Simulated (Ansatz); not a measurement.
Base system: BeO in the wurtzite structure (space group P6_3mc, No. 186; a = 2.712 Å, c = 4.405 Å). Axes: x lies along a and z along c of the hexagonal cell.

Calculations: PBE/PAW in Ansatz (an electronic-structure program), no spin-orbit coupling.

One thing is altered: tensor shear ε_yz = −1.68 % (engineering shear γ = -0.0336); the atoms relax in the strained cell.

Problem. Predict the stress tensor and what it implies for the stiffness.

Solution. Stress of the strained cell less that of the base (GPa, compression positive):
```
   0.08    0.00    0.00
   0.00   -0.10    4.60
   0.00    4.60    0.22
```

Then −Δσ/γ with γ = 2ε = -0.0336 gives secant stiffness values (nonlinear terms included at this strain): C44 ≈ 137 GPa.

No phonon test of stability was made.
